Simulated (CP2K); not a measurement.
# ZnAu under changes of volume

One of the cells (15.583 Å³/atom); the others are scaled copies at fixed shape and fractional positions:

```xyz
2
Lattice="3.1470 0.0000 0.0000 0.0000 3.1470 0.0000 0.0000 0.0000 3.1470" Properties=species:S:1:pos:R:3 pbc="T T T"
Au    0.0000    0.0000    0.0000
Zn    1.5735    1.5735    1.5735
```

```yaml
Program: CP2K 2026.2
Functional: PBEsol
Potentials_or_basis: POTENTIAL_UZH Au GTH-PBE-q11, Zn GTH-PBE-q12; TZVP-MOLOPT-PBE-GTH basis
Density_cutoff: 6803 eV
k_mesh: 8 × 8 × 8
Occupations: fermi-dirac, width 0.05 eV
Spin: no spin polarisation
```

| volume (Å³/atom) | energy over the lowest point (meV/atom) | pressure (GPa) |
| --- | --- | --- |
| 14.648 | ? | ? |
| 14.960 | 16.21 | 7.5 |
| 15.272 | 4.89 | 4.0 |
| 15.583 | 0.00 | 0.9 |
| 15.895 | 0.77 | -1.8 |
| 16.207 | 6.53 | -4.2 |
| 16.518 | 16.68 | -6.3 |

Task: What does the run at 14.648 Å³/atom give?

Result: Energy over the lowest point 34.83 meV/atom; pressure 11.5 GPa.

Worked out: A Birch-Murnaghan fit of order 3 (a polynomial in V^(-2/3)) to the other rows has its minimum at 15.69 Å³/atom with B0 = V·E''(V) = 140 GPa and B' = 5.3. It gives 34.81 meV/atom at 14.648 Å³/atom, against the run's 34.83, and -dE/dV = 11.6 GPa, against 11.5.

Energies are extrapolated to zero smearing.

Caveats: with these potentials and basis sets, volumes of gold and of layered tellurides can stand 1.5 % and more from those of plane-wave programs; the potentials were made for another functional, which shifts forces and pressure; the basis of atomic orbitals isn't converged, which shifts pressures, moduli and gaps.
